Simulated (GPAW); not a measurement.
The system is Al2O3.

```
Al O
1.0
     4.61378    0.00000    0.00000
     0.00000    9.56328    0.00000
     0.00000    0.00000    3.11986
Al O
4 6
Direct
  0.98298 0.82457 0.00000
  0.01702 0.17543 0.00000
  0.48297 0.67543 0.50000
  0.51702 0.32457 0.50000
  0.50000 0.50000 0.50000
  0.12363 0.75305 0.50000
  0.37637 0.25305 0.00000
  0.62364 0.74695 0.00000
  0.00000 0.00000 0.00000
  0.87636 0.24695 0.50000
```

Measurements of this composition are mostly on another form, of space group No. 167.

Base run:

* Program: GPAW 26.7.0
* Functional: PBE
* Potentials or basis: GPAW PAW data sets (gpaw-data 1.2.1)
* Cutoff: 800 eV
* Basis: pw
* k mesh: 4 × 2 × 6
* Occupations: fermi-dirac, width 0.05 eV
* Spin: no spin polarisation

Its results: band gap on the k mesh 3.55 eV, direct; pressure 1.8 GPa; largest force 0.201 eV/Å.

**Question.** After a change of settings the same cell gave: band gap on the k mesh 4.17 eV, direct; pressure -2.6 GPa; largest force 0.213 eV/Å. Which change was it?
A. functional from PBE to PBEsol; potentials or basis from GPAW PAW data sets (gpaw-data 1.2.1) to PAW data sets generated in the run's folder for this functional
B. functional from PBE to r2SCAN
C. k mesh from 4 × 2 × 6 to 6 × 3 × 9
D. functional from PBE to LDA; potentials or basis from GPAW PAW data sets (gpaw-data 1.2.1) to the program's PAW data sets (release 1.2.1) made for this functional

**Answer.** B.

r2SCAN gives the wider gap, since meta-GGAs in the generalised Kohn-Sham scheme recover part of the derivative discontinuity.

Caveats: the PAW data sets were made with another functional, which shifts forces and pressure a little (some runs).
